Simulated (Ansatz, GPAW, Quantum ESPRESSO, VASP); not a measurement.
# Equation of state of NiAl under PBE

Symmetry: Pm-3m, No. 221, cubic system. Conventional cell: a = 2.881 Å, b = 2.881 Å, c = 2.881 Å, α = 90.00°, β = 90.00°, γ = 90.00°. Ni (site symmetry m-3m) has 8 Al at 2.50 Å as nearest neighbours. Al (site symmetry m-3m) is surrounded by 8 Ni at 2.50 Å.

The cell was scaled at fixed shape and fractions and run with Ansatz, all-electron LAPW, scalar-relativistic; PBE, k mesh 9 × 9 × 9 on the cell of 2 atoms, fermi-dirac occupations of 0.05 eV, collinear spin, ferromagnetic start, no spin-orbit coupling. Energies are those that the program minimises, any entropy of the smearing included. For a metal such a mesh isn't converged to the digits shown. The moments vanished.

```tsv
V (Å³/atom)	energy over the lowest row (meV/atom)
11.2390	34.07
11.4781	?
11.7173	5.85
11.9564	0.42
12.1955	0.00
12.4346	4.09
12.6738	12.23
```

**Question.** Fit the third-order Birch-Murnaghan form, give V0, B0 and B′, and predict the energy left open.

**Answer.** With y = (V0/V)^(2/3), E = E0 + (9 V0 B0/16) [(y - 1)³ B′ + (y - 1)² (6 - 4y)]. Least squares through the rows shown give V0 = 12.0961 Å³/atom, E0 = -0.40 meV, B0 = 159.5 GPa (1 eV/Å³ = 160.218 GPa) and B′ = 4.37, with a largest miss of 0.01 meV. At V = 11.4781 the form with these constants gives 16.86 meV; the run gave 16.87 meV an atom. Other set-ups at this level, from all their volumes (Å³/atom, GPa): Ansatz, Ansatz PAW (earlier soft set): V0 12.095, B0 159.6; GPAW, GPAW PAW data sets (gpaw-data 1.2.1): V0 12.160, B0 162.4; Quantum ESPRESSO, SSSP 1.3 efficiency PBE: V0 12.117, B0 159.9; VASP, PBE PAW files Al, Ni, 520 eV: V0 12.100, B0 159.1.

The fit places the minimum at a slightly larger volume than that of the listed cell, and its close prediction of the omitted energy shows that one smooth equation of state describes this range. As the point lies inside the fitted interval, this tests interpolation only. The positive B′ reflects the usual anharmonicity: compression raises the kinetic energy and the overlap repulsion faster than expansion weakens the bonding.

The stiffness fits the known bonding of NiAl, in which Ni d states hybridise with Al s and p states and add a directional part to the metallic cohesion. The same hybridisation largely fills the Ni d states and leaves few states at the Fermi level, which probably explains why the ferromagnetic start loses its moment, unlike in elemental Ni.

GPAW gives both the largest volume and the largest bulk modulus, against the usual inverse relation between the two, so its greater stiffness doesn't follow from a shorter equilibrium bond and may come from the data sets. The curve alone says nothing about stability against other ordered structures or against separation into the elements.
